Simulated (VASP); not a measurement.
A run of VASP 6.6.1 is set up as follows.

File POSCAR:

```
HfN
1.0
    0.0000000000      2.2670663808      2.2670663808
    2.2670663808      0.0000000000      2.2670663808
    2.2670663808      2.2670663808      0.0000000000
  Hf              N
     1     1
Direct
     0.0000000000000000    0.0000000000000000    0.0000000000000000
     0.5000000000000000    0.5000000000000000    0.5000000000000000
```

Contents of INCAR.step1:

```
  PREC = Accurate
  ENCUT = 600
  EDIFF = 1E-8
  ISMEAR = 1
  SIGMA = 0.2
  LREAL = False
  LASPH = True
  NELM = 80
  ALGO = Normal
  ISIF = 3
  LWAVE = False
  LCHARG = False
  GGA = PE
  KPAR = 2
  IBRION = 2
  NSW = 40
  EDIFFG = -0.002
```

INCAR.step2

```
  PREC = Accurate
  ENCUT = 600
  EDIFF = 1E-8
  ISMEAR = 1
  SIGMA = 0.2
  LREAL = False
  LASPH = True
  NELM = 80
  ALGO = Normal
  ISIF = 3
  LWAVE = False
  LCHARG = False
  GGA = PE
  KPAR = 2
  IBRION = 6
  NFREE = 2
  POTIM = 0.015
  NSW = 1
```

Contents of KPOINTS:

```
Automatic mesh
0
Gamma
  26 26 26
```

Potentials or basis: VASP PAW PBE potentials, release 64 (Hf_pv, N).

Launch:

```console
$ cat potpaw_PBE.64/Hf_pv/POTCAR potpaw_PBE.64/N/POTCAR > POTCAR
$ cp INCAR.step1 INCAR
$ mpirun -np 2 vasp_std > vasp.out
$ cp CONTCAR POSCAR
$ cp INCAR.step2 INCAR
$ mpirun -np 2 vasp_std > vasp.out
```

(1) Estimate the elastic constants C11, C12, C44.

(2) Estimate the Voigt bulk modulus.

(3) Predict the highest phonon frequency at Γ, LO-TO splitting left out.

Answers

(1) 591, 111, 120 GPa.

(2) 271 GPa.

(3) 488 cm⁻¹.
